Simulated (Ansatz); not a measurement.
# N (P4_2/mnm) in Ansatz: further runs

Aim: see how the results for N move with the level of theory and the settings. Levels: LDA, PBEsol, r2SCAN, HSE06. Tasks: projected density of states.

All numbers are computed with Ansatz 0.2.0; they aren't measurements. Logs are shortened: lines on timing, memory, paths and dates and some standing lists are left out, and cuts for length are marked.

### 1 The crystal as given

The structure is tetragonal, space group P4_2/mnm (No. 136). The conventional cell has a = 4.084 Å, b = 4.084 Å, c = 5.346 Å, α = 90.00°, β = 90.00°, γ = 90.00°. Around N (site symmetry m2m) lie 1 N at 1.11 Å.

### 2 Projected density of states, LDA

input.yaml

```yaml
crystal:
  lattice:
    - [4.08406197, 0.0, 0.0]
    - [0.0, 4.08406197, 0.0]
    - [0.0, 0.0, 5.34591325]
  atoms:
    - { symbol: "N", position: [0.4042752, 0.5957248, 0.5] }
    - { symbol: "N", position: [0.0957248, 0.0957248, 0.0] }
    - { symbol: "N", position: [0.5957248, 0.4042752, 0.5] }
    - { symbol: "N", position: [0.9042752, 0.9042752, 0.0] }
hamiltonian:
  xc: lda
  pseudopotentials: { kind: paw }
kpoints:
  mp_grid: { grid: [4, 4, 3] }
scf:
  occupations: { method: fermi_dirac, width: 0.05 }
  n_extra_bands: 10
output:
  forces: true
  stress: true
  eigenvalues: true
  dos: { projected: true, de: 0.05, nscf_kmesh: { grid: [6, 6, 5] } }
```

Potentials or basis: Ansatz PAW.

Command:

```console
> ansatz run input.yaml --threads 2 --pin off --max-ram 5632MiB --backend cpu --events-out ev --progress --plain --runs-dir out
```

The log of the run:

```text
Warning: RAYON_NUM_THREADS=2 ignored (pool sized by the plan → 2); use --threads N
scf.n_extra_bands = 10 over 10 filled bands (N_el = 20.0): the run solves 20 bands
Engine: ansatz 0.2.0, aarch64-unknown-linux-gnu
Pseudopotentials: kind: paw
Pseudopotential: N, paw, valence charge 5, recommended cutoff 420 eV (normal), N.paw.azcp
Functional definition: SPW92
  exchange = slater_x
  correlation = pw_c
Crystal: 4 atoms, lattice volume = 89.167 Å³
Basis set: ecut = 420 eV, 1753 PW (Γ)
Bands: 20, of which v1, the nominal top of the filled ones, is band 10 counted from 1 (9 counted from 0)
Symmetry: 16 space group operations
Space group: P42/mnm (ITA 136), of the structure as read, at distance tolerance 4.5e-5 Å
k-points: 12 of 48
Non-local potential: N, projectors of the file, l = 0: 2, l = 1: 2, l = 2: 1
PAW form: soft (Blöchl's): semilocal exchange-correlation on the pseudo side does not see the compensation charge
PAW frozen core: N, regenerated for the run's functional, and the local potential with it (the file was generated under x = pbe(κ = 0.804, μ = 0.2195149727645171), c = pbe(β = 0.06672455060314922))
PAW one-centre angular grid: N, 110 points (default); XC on 64 Gauss nodes
Initial density: superposition of atomic densities (neutral atoms: chi_scale 0, normalization atom), corrected by the library's trained network
Initial wavefunctions: pseudopotential atomic-orbital guess
Functional: x = slater, c = lda
SCF iter   1: F=—  HF=-1494.494506 eV  |F-HF|=—  |Δ(HF+E_count)|=         —  Δρ=7.67e-3  dr2=5.76e-2  ethr=1.77e-3  ⟨swp⟩=5.6  Hψ=1253  notcnv=0  defer=17
preconditioner: auto → none  [insulator: Δε(μ)=6.691 eV  Ē_g=16.709 eV  σ=0.050 eV  W_gap=1.00  n_scr=14 (ndim 8)  ℏωp=17.6 eV  f_vac=0.275  D(μ)=0.00/eV (n_scr^D=0)  ε∞_Penn≈2.1]
SCF iter   2: F=—  HF=-1494.487157 eV  |F-HF|=—  |Δ(HF+E_count)|=   7.35e-3  Δρ=2.49e-3  dr2=3.64e-3  ethr=2.88e-4  ⟨swp⟩=2.9  Hψ=480  notcnv=0  defer=69
SCF iter   3: F=—  HF=-1494.488170 eV  |F-HF|=—  |Δ(HF+E_count)|=   1.01e-3  Δρ=8.36e-4  dr2=3.49e-4  ethr=1.82e-5  ⟨swp⟩=2.3  Hψ=275  notcnv=0  defer=69
SCF iter   4: F=—  HF=-1494.488343 eV  |F-HF|=—  |Δ(HF+E_count)|=   1.73e-4  Δρ=6.06e-5  dr2=2.00e-6  ethr=1.74e-6  ⟨swp⟩=2.2  Hψ=266  notcnv=0  defer=69
SCF iter   5: F=—  HF=-1494.488342 eV  |F-HF|=—  |Δ(HF+E_count)|=   8.91e-7  Δρ=1.05e-5  dr2=4.21e-8  ethr=1.00e-8  ⟨swp⟩=2.5  Hψ=280  notcnv=0  defer=69
SCF iter   6: F=-1494.488342 eV  HF=-1494.488342 eV  |F-HF|=6.28e-11  |Δ(HF+E_count)|=   6.37e-8  Δρ=4.00e-7  dr2=1.04e-10  ethr=2.11e-10  ⟨swp⟩=7.8  Hψ=1214  notcnv=0
SCF 1 converged in 6 iterations: F = -1494.488342 eV  dr2 = 1.04e-10
NSCF: frozen V_eff on 30 k-points
SCF converged after 6 iterations
Free energy (F): -1494.488342 eV
Harris-Foulkes:  -1494.488342 eV  (|F-HF|=6.28e-11)
Internal energy: -1494.488342 eV  (E = F + TS)
E sigma→0 (E₀):  -1494.488342 eV
Fermi energy:    -2.269470 eV
--- Per-component energies (eV) ---
  E_band       = -213.851084
  E_kinetic    = 497.690002
  E_local      = -1478.124654  (includes V_loc(G=0)·N_el)
  E_nonlocal   = 197.298277
  E_hartree    = 468.150087
  E_xc         = -224.542869
  E_vxc        = -286.426316  (∫ρ·V_xc dr)
  E_paw        = -472.329858  (= ΣΔE_a)
  E_vpaw       = -80.589119  (= ΣTr[D̂ρ^β])
  E_aug_tail   = 0.000328  (compensation charges beyond the density's cutoff)
  E_ewald      = -482.949831
  E_core_change = 0.320176  (= ΣΔE_core)
  E_smearing   = -0.000000  (= −TS)
  E_closure    = 0.000000  (closes the sum)
  Σ components = -1494.488342   (vs F -1494.488342, Δ=0.00e0)
--- Forces (eV/Å), atoms counted from 1 ---
  atom   1  N      1.19720333    -1.19720333     0.00000000
  atom   2  N     -1.19720333    -1.19720333     0.00000000
  atom   3  N     -1.19720333     1.19720333     0.00000000
  atom   4  N      1.19720333     1.19720333     0.00000000
  max |Σ_I F_I| component: 2.22e-16 eV/Å
--- Stress (GPa, compression-positive) ---
       -3.976455       0.000000       0.000000
        0.000000      -3.976455       0.000000
        0.000000       0.000000      -0.603168
  P = ⅓ Tr σ = -2.8520 GPa (-28.520 kbar)
--- Band table (eV; the first three rows and the last of 12) ---
  k-point 0: bands = ["-23.7003", "-23.6326", "-8.8644", "-8.8644", "-7.7516", "-7.1560", "-7.1560", "-7.0587", "-6.7503", "-5.8982", "1.0528", "1.9693", "2.3451", "2.3451", "5.1133", "7.2736", "7.9571", "11.8044", "11.8044", "12.6587"]
  k-point 1: bands = ["-23.6832", "-23.6493", "-8.8553", "-8.8553", "-7.6852", "-7.4210", "-7.1684", "-7.1684", "-6.3465", "-6.0028", "1.2623", "1.7190", "2.3355", "2.3355", "5.4964", "6.4620", "9.1822", "12.0002", "12.0002", "12.1069"]
  k-point 2: bands = ["-23.6840", "-23.6358", "-9.0013", "-8.9955", "-7.6347", "-7.3683", "-7.2428", "-7.1414", "-6.3228", "-5.8466", "1.4704", "2.1559", "2.2294", "2.2429", "5.2816", "7.0019", "8.3429", "10.1331", "11.2255", "11.3124"]
  k-point 11: bands = ["-23.6403", "-23.6403", "-9.2733", "-9.2733", "-7.5612", "-7.5612", "-7.3476", "-7.3476", "-5.7013", "-5.7013", "1.9040", "1.9040", "2.9054", "2.9054", "6.6719", "6.6719", "8.3340", "8.3340", "9.4857", "9.4857"]
```

It took 1.5 s on 2 threads of Arm Neoverse V2, shared host; peak memory 0.28 GiB.

What came out:

- Free energy: -1494.4883 eV
- Pressure: -2.9 GPa
- Largest force: 1.693 eV/Å
- Band gap on the k mesh: 6.75 eV, indirect (least direct gap 6.95 eV)

Forces in eV/Å, atoms in the order of the input:
```
N    1.197 -1.197  0.000
N   -1.197 -1.197  0.000
N   -1.197  1.197  0.000
N    1.197  1.197  0.000
```

Stress tensor (GPa, compression positive):
```
-3.98  0.00  0.00
 0.00 -3.98  0.00
 0.00  0.00 -0.60
```

States per cell in windows of 0.5 eV (zero at the valence-band top; states under -8 eV left out):
```
from (eV)  total  N 2p  N 2s
     -8.0   0.00  0.00  0.00
     -7.5   0.00  0.00  0.00
     -7.0   0.00  0.00  0.00
     -6.5   0.00  0.00  0.00
     -6.0   0.00  0.00  0.00
     -5.5   0.00  0.00  0.00
     -5.0   0.00  0.00  0.00
     -4.5   0.00  0.00  0.00
     -4.0   0.42  0.19  0.24
     -3.5   3.58  1.56  2.02
     -3.0   0.00  0.00  0.00
     -2.5   0.00  0.00  0.00
     -2.0   6.37  6.18  0.08
     -1.5   1.63  1.61  0.00
     -1.0   0.29  0.19  0.09
     -0.5   3.68  2.37  1.17
      0.0   0.03  0.02  0.01
      0.5   0.00  0.00  0.00
      1.0   0.00  0.00  0.00
      1.5   0.00  0.00  0.00
      2.0   0.00  0.00  0.00
      2.5   0.00  0.00  0.00
      3.0   0.00  0.00  0.00
      3.5   0.00  0.00  0.00
      4.0   0.00  0.00  0.00
      4.5   0.00  0.00  0.00
      5.0   0.00  0.00  0.00
      5.5   0.00  0.00  0.00
      6.0   0.00  0.00  0.00
      6.5   0.05  0.04  0.00
      7.0   0.84  0.81  0.00
      7.5   4.03  3.88  0.00
```

Caveat: odd divisions of the mesh miss points on the zone boundary, where band edges often lie, so the gap on the mesh can be too wide; the pressure holds a Pulay correction of +0.5 GPa for the finite cutoff; the PAW data sets come from PBE, with cores solved anew for the run's functional, which leaves a small shift of forces and pressure; forces of over 1 eV/Å show positions far from the minimum, so gaps and moduli don't describe the material at rest. A k mesh can miss the band edges.

### 3 Projected density of states, PBEsol

Edit input.yaml of step 2 so:

```diff
@@ -11,3 +11,3 @@
 hamiltonian:
-  xc: lda
+  xc: pbesol
   pseudopotentials: { kind: paw }
```

Potentials or basis: Ansatz PAW.

Command:

```console
> ansatz run input.yaml --threads 2 --pin off --max-ram 5632MiB --backend cpu --events-out ev --progress --plain --runs-dir out
```

Wall time 1.6 s (2 threads of Arm Neoverse V2, shared host); peak memory 0.28 GiB.

The run converged. Its results:

- Free energy: -1513.8995 eV
- Pressure: -0.8 GPa
- Largest force: 0.861 eV/Å
- Band gap on the k mesh: 6.89 eV, indirect (least direct gap 7.08 eV)

Forces on the atoms (eV/Å):
```
N    0.609 -0.609  0.000
N   -0.609 -0.609  0.000
N   -0.609  0.609  0.000
N    0.609  0.609  0.000
```

Stress tensor (GPa, compression positive):
```
-1.39  0.00  0.00
 0.00 -1.39  0.00
 0.00  0.00  0.32
```

Levels at points of the mesh, in eV from the valence-band top:
| k point | band 7 | band 8 | band 9 | band 10 | band 11 | band 12 | band 13 | band 14 |
| --- | --- | --- | --- | --- | --- | --- | --- | --- |
| (0.00, 0.00, 0.00) | -1.42 | -1.33 | -0.99 | -0.19 | 6.89 | 7.76 | 8.13 | 8.13 |
| (0.00, -0.50, 0.00) | -1.63 | -1.63 | -0.22 | -0.22 | 7.92 | 7.92 | 7.93 | 7.93 |
| (-0.50, -0.50, 0.00) | -1.58 | -1.58 | -0.03 | -0.03 | 7.69 | 7.69 | 8.68 | 8.68 |

States per cell in windows of 1 eV (zero at the valence-band top; states under -8 eV left out):
```
from (eV)  total  N 2p  N 2s
     -8.0   0.00  0.00  0.00
     -7.0   0.00  0.00  0.00
     -6.0   0.00  0.00  0.00
     -5.0   0.00  0.00  0.00
     -4.0   4.00  1.71  2.29
     -3.0   0.00  0.00  0.00
     -2.0   8.00  7.81  0.06
     -1.0   3.99  2.60  1.25
      0.0   0.01  0.00  0.00
      1.0   0.00  0.00  0.00
      2.0   0.00  0.00  0.00
      3.0   0.00  0.00  0.00
      4.0   0.00  0.00  0.00
      5.0   0.00  0.00  0.00
      6.0   0.01  0.01  0.00
      7.0   4.15  4.00  0.01
```

Caveat: odd divisions of the mesh miss points on the zone boundary, where band edges often lie, so the gap on the mesh can be too wide; the pressure holds a Pulay correction of +0.4 GPa for the finite cutoff; the PAW data sets come from PBE, with cores solved anew for the run's functional, which leaves a small shift of forces and pressure.

### 4 Projected density of states, r2SCAN

Edit input.yaml of step 3 so:

```diff
@@ -11,3 +11,3 @@
 hamiltonian:
-  xc: pbesol
+  xc: r2scan
   pseudopotentials: { kind: paw }
```

Command:

```console
> ansatz run input.yaml --threads 2 --pin off --max-ram 5632MiB --backend cpu --events-out ev --progress --plain --runs-dir out
```

It took 3.5 s on 2 threads of Arm Neoverse V2, shared host; peak memory 0.43 GiB.

The run converged. Its results:

```yaml
Free_energy: -1539.2836 eV
Pressure: -2.3 GPa
Largest_force: 1.819 eV/Å
Band_gap_on_the_k_mesh: 7.60 eV, indirect (least direct gap 7.79 eV)
```

Forces in eV/Å, atoms in the order of the input:
```
N    1.286 -1.286  0.000
N   -1.286 -1.286  0.000
N   -1.286  1.286  0.000
N    1.286  1.286  0.000
```

Stress tensor (GPa, compression positive):
```
-3.49  0.00  0.00
 0.00 -3.49  0.00
 0.00  0.00  0.09
```

Levels at points of the mesh, in eV from the valence-band top:
```
             k point  band 6  band 7  band 8  band 9  band 10  band 11  band 12  band 13  band 14  band 15
  (0.00, 0.00, 0.00)   -1.23   -1.23   -1.13   -0.95    -0.19     7.60     8.50     8.88     8.88    12.12
 (0.00, -0.50, 0.00)   -1.45   -1.44   -1.44   -0.21    -0.21     8.66     8.66     8.67     8.67    13.11
(-0.50, -0.50, 0.00)   -1.60   -1.39   -1.39   -0.03    -0.03     8.42     8.42     9.45     9.45    13.37
```

States per cell in windows of 0.5 eV (zero at the valence-band top; states under -8 eV left out):
| from (eV) | total | N 2p | N 2s |
| --- | --- | --- | --- |
| -8.0 | 0.00 | 0.00 | 0.00 |
| -7.5 | 0.00 | 0.00 | 0.00 |
| -7.0 | 0.00 | 0.00 | 0.00 |
| -6.5 | 0.00 | 0.00 | 0.00 |
| -6.0 | 0.00 | 0.00 | 0.00 |
| -5.5 | 0.00 | 0.00 | 0.00 |
| -5.0 | 0.00 | 0.00 | 0.00 |
| -4.5 | 0.68 | 0.29 | 0.39 |
| -4.0 | 3.32 | 1.39 | 1.92 |
| -3.5 | 0.00 | 0.00 | 0.00 |
| -3.0 | 0.00 | 0.00 | 0.00 |
| -2.5 | 0.00 | 0.00 | 0.00 |
| -2.0 | 3.59 | 3.48 | 0.04 |
| -1.5 | 4.41 | 4.34 | 0.02 |
| -1.0 | 0.22 | 0.15 | 0.06 |
| -0.5 | 3.78 | 2.51 | 1.14 |
| 0.0 | 0.00 | 0.00 | 0.00 |
| 0.5 | 0.00 | 0.00 | 0.00 |
| 1.0 | 0.00 | 0.00 | 0.00 |
| 1.5 | 0.00 | 0.00 | 0.00 |
| 2.0 | 0.00 | 0.00 | 0.00 |
| 2.5 | 0.00 | 0.00 | 0.00 |
| 3.0 | 0.00 | 0.00 | 0.00 |
| 3.5 | 0.00 | 0.00 | 0.00 |
| 4.0 | 0.00 | 0.00 | 0.00 |
| 4.5 | 0.00 | 0.00 | 0.00 |
| 5.0 | 0.00 | 0.00 | 0.00 |
| 5.5 | 0.00 | 0.00 | 0.00 |
| 6.0 | 0.00 | 0.00 | 0.00 |
| 6.5 | 0.00 | 0.00 | 0.00 |
| 7.0 | 0.00 | 0.00 | 0.00 |
| 7.5 | 0.21 | 0.20 | 0.00 |

Caveat: odd divisions of the mesh miss points on the zone boundary, where band edges often lie, so the gap on the mesh can be too wide; the PAW data sets come from PBE, with cores solved anew for the run's functional, which leaves a small shift of forces and pressure; forces of over 1 eV/Å show positions far from the minimum, so gaps and moduli don't describe the material at rest. r2SCAN opens gaps a little over a GGA but as a rule still falls short of measured ones.

### 5 Projected density of states, HSE06

Edit input.yaml of step 4 so:

```diff
@@ -11,3 +11,3 @@
 hamiltonian:
-  xc: r2scan
+  xc: hse06
   pseudopotentials: { kind: paw }
@@ -22,2 +22,2 @@
   eigenvalues: true
-  dos: { projected: true, de: 0.05, nscf_kmesh: { grid: [6, 6, 5] } }
+  dos: { projected: true, de: 0.05 }
```

Command:

```console
> ansatz run input.yaml --threads 2 --pin off --max-ram 5632MiB --backend cpu --events-out ev --progress --plain --runs-dir out
```

Wall time 13 s (2 threads of Arm Neoverse V2, shared host); peak memory 0.82 GiB.

Results (log left out):

```yaml
Free_energy: -1535.3332 eV
Pressure: -2.9 GPa
Largest_force: 2.589 eV/Å
Band_gap_on_the_k_mesh: 9.22 eV, indirect (least direct gap 9.43 eV)
```

Forces on the atoms (eV/Å):
```
N    1.830 -1.830  0.000
N   -1.830 -1.830  0.000
N   -1.830  1.830  0.000
N    1.830  1.830  0.000
```

Stress tensor (GPa, compression positive):
```
-4.64  0.00  0.00
 0.00 -4.64  0.00
 0.00  0.00  0.48
```

Levels at points of the mesh, in eV from the valence-band top:
```tsv
k point	band 8	band 9	band 10	band 11	band 12	band 13
(0.00, 0.00, 0.00)	-0.96	-0.85	-0.21	9.22	10.27	10.70
(0.00, -0.50, 0.00)	-1.17	-0.21	-0.21	10.42	10.42	10.44
(-0.50, -0.50, 0.00)	-1.12	-0.03	-0.03	10.15	10.15	11.36
```

States per cell in windows of 1 eV (zero at the valence-band top; states under -7 eV left out):
| from (eV) | total | N 2p | N 2s |
| --- | --- | --- | --- |
| -7.0 | 0.00 | 0.00 | 0.00 |
| -6.0 | 0.00 | 0.00 | 0.00 |
| -5.0 | 0.06 | 0.03 | 0.04 |
| -4.0 | 3.94 | 1.68 | 2.26 |
| -3.0 | 0.00 | 0.00 | 0.00 |
| -2.0 | 6.99 | 6.77 | 0.10 |
| -1.0 | 5.01 | 3.69 | 1.17 |
| 0.0 | 0.00 | 0.00 | 0.00 |
| 1.0 | 0.00 | 0.00 | 0.00 |
| 2.0 | 0.00 | 0.00 | 0.00 |
| 3.0 | 0.00 | 0.00 | 0.00 |
| 4.0 | 0.00 | 0.00 | 0.00 |
| 5.0 | 0.00 | 0.00 | 0.00 |
| 6.0 | 0.00 | 0.00 | 0.00 |
| 7.0 | 0.00 | 0.00 | 0.00 |

Caveat: odd divisions of the mesh miss points on the zone boundary, where band edges often lie, so the gap on the mesh can be too wide; the pressure holds a Pulay correction of +0.3 GPa for the finite cutoff; the PAW data sets come from PBE, with cores solved anew for the run's functional, which leaves a small shift of forces and pressure; forces of over 1 eV/Å show positions far from the minimum, so gaps and moduli don't describe the material at rest; the thresholds are loose for stress. A k mesh can miss the band edges.

### 6 Overview

| level | cutoff (eV) | gap on the mesh (eV) | pressure (GPa) | largest force (eV/Å) |
| --- | --- | --- | --- | --- |
| LDA | 420 | 6.75 | -2.9 | 1.69 |
| PBEsol | 420 | 6.89 | -0.8 | 0.86 |
| r2SCAN | 500 | 7.60 | -2.3 | 1.82 |
| HSE06 | 420 | 9.22 | -2.9 | 2.59 |

Alike in all rows: task projected density of states; potentials or basis Ansatz PAW; no spin polarisation; cell as given; k mesh 4 × 4 × 3; smearing fermi-dirac 0.05 eV.

On the cell as given the gap runs from 6.75 eV (LDA) to 9.22 eV (HSE06). The pressure there spans -2.9 GPa (HSE06) to -0.8 GPa (PBEsol); a positive pressure means that this level wants a larger cell, a negative one a smaller.

Caveats: odd divisions of the mesh miss points on the zone boundary, where band edges often lie, so the gap on the mesh can be too wide; the PAW data sets come from PBE, with cores solved anew for the run's functional, which leaves a small shift of forces and pressure; forces of over 1 eV/Å show positions far from the minimum, so gaps and moduli don't describe the material at rest (some runs); the thresholds are loose for stress (some runs).

Absolute energies hang on the potentials; compare differences alone.
